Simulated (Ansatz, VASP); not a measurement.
## Ag in VASP and in Ansatz

The input INCAR:

```
PREC = Accurate
ENCUT = 600
EDIFF = 1E-7
ISMEAR = -1
SIGMA = 0.05
LREAL = False
LASPH = True
NELM = 100
ALGO = Fast
ISIF = 3
LWAVE = False
LCHARG = False
GGA = PE
IBRION = 2
NSW = 40
EDIFFG = -0.02
```

File KPOINTS:

```
Automatic mesh
0
Gamma
  11 11 11
```

File POSCAR:

```
Ag
1.0
    0.0000000000      2.0427500000      2.0427500000
    2.0427500000      0.0000000000      2.0427500000
    2.0427500000      2.0427500000      0.0000000000
Ag
1
Direct
    0.0000000000      0.0000000000      0.0000000000
```

File input.yaml:

```yaml
crystal:
  lattice:
    - [0.0, 2.04275, 2.04275]
    - [2.04275, 0.0, 2.04275]
    - [2.04275, 2.04275, 0.0]
  atoms:
    - { symbol: Ag, position: [0.0, 0.0, 0.0] }
hamiltonian:
  xc: pbe
  pseudopotentials: { kind: paw }
kpoints:
  mp_grid: { grid: [11, 11, 11] }
scf:
  occupations: { method: fermi_dirac, width: 0.05 }
output:
  forces: true
  stress: true
relax:
  f_tol: 0.01
  max_steps: 40
  cell: { stress_tol: 0.05 }
```

Alike in both runs: task relaxation of cell and atoms; functional PBE; k mesh 11 × 11 × 11; occupations fermi-dirac, width 0.05 eV; no spin polarisation.

```csv
,VASP,Ansatz
version,VASP 6.6.1,Ansatz 0.2.0
potentials or method,"VASP PAW PBE potentials, release 54 (Ag)",Ansatz PAW
plane-wave cutoff (eV),600,420
valence electrons in the cell,11,19
```

Ansatz gave:

| Item | Value |
| --- | --- |
| relaxed volume (Å³/atom) | 17.80 |
| relaxed cell length with the largest relative difference (Å) | 2.931 |
| energy change over the relaxation (meV/atom) | -10 |

Estimate VASP's values.

relaxed volume (Å³/atom): 17.77; relaxed cell length with the largest relative difference (Å): 2.929; energy change over the relaxation (meV/atom): -9.

The two sets of potentials don't hold the same shells in valence.

Caveats: the plane-wave basis is chosen anew once the cell has moved, so the energies of steps on either side of that aren't comparable (Ansatz). PBE usually gives volumes a little too large and moduli too small. Zero-point motion and thermal expansion aren't in these numbers.
